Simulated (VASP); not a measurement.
# C (P6_3/mmc) in VASP: notebook

The runs below take C through relaxation of cell and atoms, with PBE+D3(BJ).

All numbers are computed with VASP 6.6.1; they aren't measurements. Logs are shortened: lines on timing, memory, paths and dates and some standing lists are left out, and cuts for length are marked.

**1. The crystal as given**

The structure is hexagonal, space group P6_3/mmc (No. 194). The conventional cell has a = 2.467 Å, b = 2.467 Å, c = 7.803 Å, α = 90.00°, β = 90.00°, γ = 120.00°. C (site symmetry -6m2) is surrounded by 3 C at 1.42 Å. C (site symmetry -6m2) has 3 C at 1.42 Å as nearest neighbours.

**2. Relaxation of cell and atoms, PBE+D3(BJ)**

File INCAR:

```
SYSTEM = C
PREC = Accurate ; ENCUT = 520
EDIFF = 1E-7 ; ISMEAR = 0
SIGMA = 0.02 ; LREAL = .FALSE.
LASPH = .TRUE. ; NELM = 100
ALGO = Normal ; ISIF = 3
LWAVE = .FALSE. ; LCHARG = .FALSE.
GGA = PE ; IVDW = 12
IBRION = 2 ; NSW = 80
EDIFFG = -0.002 ; KPAR = 4
```

File KPOINTS:

```
regular mesh
0
G
  15 15 4
  0 0 0
```

File POSCAR:

```
C
1.0
    2.4672912600      0.0000000000      0.0000000000
   -1.2336456300      2.1367369100      0.0000000000
    0.0000000000      0.0000000000      7.8030730000
C
4
Direct
    0.0000000000      0.0000000000      0.2500000000
    0.0000000000      0.0000000000      0.7500000000
    0.3333333300      0.6666666700      0.2500000000
    0.6666666700      0.3333333300      0.7500000000
```

Potentials or basis: VASP PAW PBE potentials, release 64 (C).

On the command line:

```bash
> cat potpaw_PBE.64/C/POTCAR > POTCAR
> mpirun -np 4 vasp_std > vasp.out
```

OUTCAR:

```text
SYSTEM = C
   PREC = Accurate
   ENCUT = 520
   EDIFF = 1E-7
   ISMEAR = 0
   LREAL = .FALSE.
   LASPH = .TRUE.
   NELM = 100
   ISIF = 3
   GGA = PE
   IVDW = 12
   IBRION = 2
   NSW = 80
   EDIFFG = -0.002
 IVDW          = 12

 ion  position               nearest neighbor table
   1  0.000  0.000  0.250-   3 1.42   3 1.42   3 1.42
   2  0.000  0.000  0.750-   4 1.42   4 1.42   4 1.42
   3  0.333  0.667  0.250-   1 1.42   1 1.42   1 1.42
   4  0.667  0.333  0.750-   2 1.42   2 1.42   2 1.42

  LATTYP: Found a hexagonal cell.
 ALAT       =     2.4672912600
 C/A-ratio  =     3.1626071581

  Lattice vectors:

 A1 = (   2.4672912600,   0.0000000000,   0.0000000000)
 A2 = (  -1.2336456300,   2.1367369100,   0.0000000000)
 A3 = (   0.0000000000,   0.0000000000,   7.8030730000)

Analysis of symmetry for initial positions (statically):
=====================================================================
 Subroutine PRICEL returns:
 Original cell was already a primitive cell.

 Routine SETGRP: Setting up the symmetry group for a
 hexagonal supercell.

 Subroutine GETGRP returns: Found 24 space group operations
 (whereof 12 operations were pure point group operations)
 out of a pool of 24 trial point group operations.

The static configuration has the point symmetry D_3d.
 The point group associated with its full space group is D_6h.

Analysis of symmetry for dynamics (positions and initial velocities):
=====================================================================
 Subroutine PRICEL returns:
 Original cell was already a primitive cell.

 Routine SETGRP: Setting up the symmetry group for a
 hexagonal supercell.

 Subroutine GETGRP returns: Found 24 space group operations
 (whereof 12 operations were pure point group operations)
 out of a pool of 24 trial point group operations.

The dynamic configuration has the point symmetry D_3d.
 The point group associated with its full space group is D_6h.

 Subroutine INISYM returns: Found 24 space group operations
 (whereof 12 operations are pure point group operations),
 and found     1 'primitive' translations

----------------------------------------------------------------------------------------

                                     Primitive cell

  volume of cell :      41.1374

  direct lattice vectors                    reciprocal lattice vectors
     2.467291260  0.000000000  0.000000000     0.405302777  0.234001668  0.000000000
    -1.233645630  2.136736910  0.000000000     0.000000000  0.468003335  0.000000000
     0.000000000  0.000000000  7.803073000     0.000000000  0.000000000  0.128154639

  length of vectors
     2.467291260  2.467291260  7.803073000     0.468003335  0.468003335  0.128154639

  position of ions in fractional coordinates (direct lattice)
     0.000000000  0.000000000  0.250000000
     0.000000000  0.000000000  0.750000000
     0.333333330  0.666666670  0.250000000
     0.666666670  0.333333330  0.750000000

  ion indices of the primitive-cell ions
   primitive index   ion index
                 1           1
                 2           2
                 3           3
                 4           4

----------------------------------------------------------------------------------------

 KPOINTS: regular mesh

Automatic generation of k-mesh.
 Grid dimensions read from file:
 generate k-points for:   15   15    4

 Generating k-lattice:

  Cartesian coordinates                     Fractional coordinates (reciprocal lattice)
     0.027020185  0.015600111  0.000000000     0.066666667  0.000000000  0.000000000
     0.000000000  0.031200222  0.000000000     0.000000000  0.066666667  0.000000000
     0.000000000  0.000000000  0.032038660     0.000000000  0.000000000  0.250000000

  Length of vectors
     0.031200222  0.031200222  0.032038660

  Shift w.r.t. Gamma in fractional coordinates (k-lattice)
     0.000000000  0.000000000  0.000000000

 Subroutine IBZKPT returns following result:
 ===========================================

 Found     81 irreducible k-points:

 Following reciprocal coordinates:
            Coordinates               Weight
  0.000000  0.000000  0.000000      1.000000
  0.066667  0.000000  0.000000      6.000000
  0.133333  0.000000  0.000000      6.000000
  0.200000  0.000000  0.000000      6.000000
  0.266667  0.000000  0.000000      6.000000
  0.333333  0.000000  0.000000      6.000000
[... 16 lines left out ...]
  0.333333  0.200000  0.000000     12.000000
  0.400000  0.200000  0.000000      6.000000
 [... further k-points ...]
   k-points           NKPTS =     81   k-points in BZ     NKDIM =     81   number of bands    NBANDS=     12
   number of dos      NEDOS =    301   number of ions     NIONS =      4
   total plane-waves  NPLWV =  19440
   dimension x,y,z NGX =    18 NGY =   18 NGZ =   60
   dimension x,y,z NGXF=    36 NGYF=   36 NGZF=  120
   ions per type =               4
   NGX,Y,Z   is equivalent  to a cutoff of  12.13, 12.13, 12.78 a.u.
   NGXF,Y,Z  is equivalent  to a cutoff of  24.26, 24.26, 25.57 a.u.
 SYSTEM =  C
   PREC   = accura    normal or accurate (medium, high low for compatibility)
   ISTART =      0    job   : 0-new  1-cont  2-samecut
   ICHARG =      2    charge: 1-file 2-atom 10-const
   ISPIN  =      1    spin polarized calculation?
   LNONCOLLINEAR =      F non collinear calculations
   LSORBIT =      F    spin-orbit coupling
   LASPH  =      T    aspherical Exc in radial PAW
   ENCUT  =  520.0 eV  38.22 Ry    6.18 a.u.   4.59  4.59 14.51*2*pi/ulx,y,z
   NELM   =    100;   NELMIN=  2; NELMDL= -5     # of ELM steps
   EDIFF  = 0.1E-06   stopping-criterion for ELM
   LREAL  =      F    real-space projection
   EDIFFG = -.2E-02   stopping-criterion for IOM
   NSW    =     80    number of steps for IOM
   IBRION =      2    ionic relax: 0-MD 1-quasi-New 2-CG
   NFREE  =      1    steps in history (QN), initial steepest desc. (CG)
   ISIF   =      3    stress and relaxation
   ISYM   =      2    0-nonsym 1-usesym 2-fastsym
   POTIM  = 0.5000    time-step for ionic-motion
   TEBEG  =    0.0;   TEEND  =   0.0 temperature during run
   PSTRESS=    0.0 pullay stress
   NELECT =      16.0000    total number of electrons
   NUPDOWN=      -1.0000    fix difference up-down
   EMIN   =  10.00;   EMAX   =-10.00  energy-range for DOS
   EFERMI =   0.00;   METHOD = LEGACY
   ISMEAR =     0;   SIGMA  =   0.02  broadening in eV -4-tet -1-fermi 0-gaus
   EFERMI_NEDOS =   21; number of points for ismear=-14 and -15
   IALGO  =     38    algorithm
   IMIX   =      4    mixing-type and parameters
     AMIX     =   0.40;   BMIX     =  1.00
     AMIX_MAG =   1.60;   BMIX_MAG =  1.00
  volume/ion in A,a.u.               =      10.28        69.40
  Fermi-wavevector in a.u.,A,eV,Ry     =   1.195003  2.258229 19.429568  1.428033
  Thomas-Fermi vector in A             =   2.330979
   LORBIT       =      0    0 simple, 1 ext, 2 COOP (PROOUT), +10 PAW based schemes
   GGA     = PE    functional components
   LHFCALC =     F    Hartree Fock is set to
   AEXX    =    0.0000 exact exchange contribution
   IVDW    =    12    specifies the selected vdW correction
   LEPSILON=     F    determine dielectric tensor
   LRPA    =     F    only Hartree local field effects (RPA)
 conjugate gradient relaxation of ions
 non-spin polarized calculation
 Gauss-broadening in eV      SIGMA  =   0.02
  energy-cutoff  :      520.00
  volume of cell :       41.14
 maximum number of plane-waves:      1128
   NGX =  9   NGY =  9   NGZ = 29

--------------------------------------- Ionic step        1  -------------------------------------------

 number of electron      15.9999993 magnetization

 Free energy of the ion-electron system (eV)
  ---------------------------------------------------
  ext. energy  EPLUGINS =         0.00000000
  ---------------------------------------------------
  free energy    TOTEN  =       -36.89665032 eV

  energy without entropy =      -36.89640115  energy(sigma->0) =      -36.89652573

------------------------ aborting loop because EDIFF is reached ----------------------------------------

 Edisp (eV)   -0.52304

 E8    (eV) :    -0.1459

  FORCE on cell =-STRESS in cart. coord.  units (eV):
  Direction    XX          YY          ZZ          XY          YZ          ZX
  --------------------------------------------------------------------------------------
  -------------------------------------------------------------------------------------
  Total      -0.04558    -0.04558    -0.49975     0.00000     0.00000     0.00000
  in kB      -1.77518    -1.77518   -19.46384     0.00000     0.00000     0.00000
  external pressure =       -7.67 kB  Pullay stress =        0.00 kB
[... 830 lines left out ...]
 k-point    24 :       0.4000    0.2000    0.0000
  band No.  band energies     occupation
      1      -9.4469      2.00000
      2      -9.3825      2.00000
      3      -8.4797      2.00000
      4      -8.4374      2.00000
      5      -4.6321      2.00000
      6      -4.5706      2.00000
      7       2.5018      2.00000
      8       2.9848      2.00000
      9       5.6086      0.00000
     10       5.7538      0.00000
     11      15.0732      0.00000
     12      15.5833      0.00000

 [... further k-points ...]

[... ionic steps 4 to 19 ...]

--------------------------------------- Ionic step       20  -------------------------------------------

 number of electron      15.9999996 magnetization

------------------------ aborting loop because EDIFF is reached ----------------------------------------

 Edisp (eV)   -0.62546

 E8    (eV) :    -0.1772
[... 73 lines left out ...]
  energy  without entropy=      -37.4733788168  energy(sigma->0) =      -37.47347802

--------------------------------------- Ionic step       22  -------------------------------------------

 number of electron      15.9999996 magnetization

 Free energy of the ion-electron system (eV)
  ---------------------------------------------------
  ext. energy  EPLUGINS =         0.00000000
  ---------------------------------------------------
  free energy    TOTEN  =       -36.84501249 eV

  energy without entropy =      -36.84481646  energy(sigma->0) =      -36.84491447

 E-fermi :   4.7024     XC(G=0): -10.3514

 val. band max:        4.7006908266   @ k =   0.3333   0.3333   0.5000
 cond. band min:       4.7029481012   @ k =   0.3333   0.3333   0.2500
 fundamental gap:      0.0022572746
 Fermi energy:         4.7024146390

 k-point     1 :       0.0000    0.0000    0.0000
  band No.  band energies     occupation
      1     -14.9384      2.00000
      2     -14.6280      2.00000
      3      -3.8165      2.00000
      4      -1.8040      2.00000
      5       1.6912      2.00000
      6       1.6912      2.00000
      7       1.7106      2.00000
      8       1.7106      2.00000
      9       9.0387      0.00000
     10      13.0227      0.00000
     11      13.0227      0.00000
     12      13.0769      0.00000
[... 380 lines left out ...]
  FREE ENERGIE OF THE ION-ELECTRON SYSTEM (eV)
  ---------------------------------------------------
  free  energy   TOTEN  =       -37.4736058064 eV

  energy  without entropy=      -37.4734097690  energy(sigma->0) =      -37.47350779

 reached required accuracy - stopping structural energy minimisation
```

Run time: 64 s. Hardware: 4 MPI ranks of Intel Xeon 6975P-C (Granite Rapids), shared host; peak memory 0.17 GiB.

What came out:

```
Free energy                            : -37.4736 eV
Relaxed volume                         : 8.80 Å³/atom
Relaxed cell                           : a = 2.466 Å, b = 2.466 Å, c = 6.680 Å, α = 90.00°, β = 90.00°, γ = 120.00°
Space group after relaxing (to 0.05 Å) : P6_3/mmc (No. 194)
Energy gained by relaxing              : 13.5 meV/atom
Ionic steps                            : 22
Pressure after relaxing                : 0.0 GPa
Band gap on the k mesh                 : none (metal or under the smearing width)
Dispersion energy per atom             : -0.157 eV
```

Step by step:
| step | energy change (eV) | largest force (eV/Å) | pressure (GPa) | volume (Å³) |
| --- | --- | --- | --- | --- |
| 1 | 0.0000 | 0.0000 | -0.77 | 41.14 |
| 2 | -0.0030 | 0.0000 | -0.37 | 40.84 |
| 3 | -0.0109 | 0.0000 | 0.88 | 39.97 |
| 4 | -0.0217 | 0.0000 | 3.64 | 38.23 |
| 5 | -0.0132 | 0.0000 | 10.50 | 34.82 |
| 6 | -0.0239 | 0.0000 | 5.09 | 37.41 |
| 7 | -0.0243 | 0.0000 | 5.07 | 37.39 |
| 8 | -0.0253 | 0.0000 | 5.03 | 37.32 |
| 9 | -0.0272 | 0.0000 | 4.95 | 37.19 |
| 10 | -0.0310 | 0.0000 | 4.79 | 36.92 |
| 11 | -0.0379 | 0.0000 | 4.47 | 36.39 |
| 12 | -0.0473 | 0.0000 | 3.90 | 35.31 |
| 13 | -0.0373 | 0.0000 | 3.10 | 33.14 |
| 14 | -0.0492 | 0.0000 | 3.63 | 34.77 |
| 15 | -0.0493 | 0.0000 | 3.56 | 34.59 |
| 16 | -0.0515 | 0.0000 | 2.58 | 34.80 |
| 17 | -0.0538 | 0.0000 | -0.22 | 35.43 |
| 18 | -0.0538 | 0.0000 | 0.14 | 35.34 |
| 19 | -0.0538 | 0.0000 | 0.21 | 35.33 |
| 20 | -0.0538 | 0.0000 | 0.20 | 35.31 |
| 21 | -0.0539 | 0.0000 | 0.13 | 35.27 |
| 22 | -0.0539 | 0.0000 | 0.02 | 35.18 |

Final structure:
```
C
1.0
     2.46595    0.00000    0.00000
    -1.23297    2.13557    0.00000
     0.00000    0.00000    6.68040
C
4
Direct
  0.00000 0.00000 0.25000
  0.00000 0.00000 0.75000
  0.33333 0.66667 0.25000
  0.66667 0.33333 0.75000
```

**3. Relaxation of cell and atoms, PBE+D3(BJ)**

This run uses another cell than the first one, of 8.80 Å³/atom, 0.855 times its volume.

INCAR is that of step 2.

KPOINTS is that of step 2.

File POSCAR:

```
C                                       
1.0
    2.4659480403      0.0000000000      0.0000000000
   -1.2329740202      2.1355736476      0.0000000000
   -0.0000000000      0.0000000000      6.6804018441
  C             
     4
Direct
     0.0000000000000000    0.0000000000000000    0.2500000000000000
     0.0000000000000000    0.0000000000000000    0.7500000000000000
     0.3333333300000021    0.6666666699999979    0.2500000000000000
     0.6666666699999979    0.3333333300000021    0.7500000000000000
```

Potentials or basis: VASP PAW PBE potentials, release 64 (C).

On the command line:

```bash
> cat potpaw_PBE.64/C/POTCAR > POTCAR
> mpirun -np 4 vasp_std > vasp.out
```

It took 15 s on 4 MPI ranks of Intel Xeon 6975P-C (Granite Rapids), shared host; peak memory 0.16 GiB.

It converged, with:

* Free energy: -37.4668 eV
* Relaxed volume: 8.85 Å³/atom
* Relaxed cell: a = 2.466 Å, b = 2.466 Å, c = 6.722 Å, α = 90.00°, β = 90.00°, γ = 120.00°
* Space group after relaxing (to 0.05 Å): P6_3/mmc (No. 194)
* Energy gained by relaxing: 0.0 meV/atom
* Ionic steps: 7
* Pressure after relaxing: 0.0 GPa
* Band gap on the k mesh: none (metal or under the smearing width)
* Dispersion energy per atom: -0.156 eV

Step by step:
| step | energy change (eV) | largest force (eV/Å) | pressure (GPa) | volume (Å³) |
| --- | --- | --- | --- | --- |
| 1 | 0.0000 | 0.0000 | 0.20 | 35.18 |
| 2 | 0.0000 | 0.0000 | -0.25 | 35.24 |
| 3 | 0.0000 | 0.0000 | -0.01 | 35.21 |
| 4 | 0.0000 | 0.0000 | -0.01 | 35.23 |
| 5 | -0.0001 | 0.0000 | 0.00 | 35.31 |
| 6 | -0.0001 | 0.0000 | -0.01 | 35.48 |
| 7 | -0.0001 | 0.0000 | -0.01 | 35.41 |

Final structure:
```
CELL_PARAMETERS angstrom
2.46637 0.00000 0.00000
-1.23319 2.13594 0.00000
0.00000 0.00000 6.72187
ATOMIC_POSITIONS crystal
C 0.00000 0.00000 0.25000
C 0.00000 0.00000 0.75000
C 0.33333 0.66667 0.25000
C 0.66667 0.33333 0.75000
```

Levels at points of the mesh, in eV from the Fermi level:
| k point | band 6 | band 7 | band 8 | band 9 | band 10 | band 11 |
| --- | --- | --- | --- | --- | --- | --- |
| (0.00, 0.00, 0.00) | -3.01 | -2.99 | -2.99 | 4.28 | 8.32 | 8.32 |
| (0.00, 0.00, 0.50) | -3.00 | -3.00 | -3.00 | 6.91 | 6.91 | 8.34 |
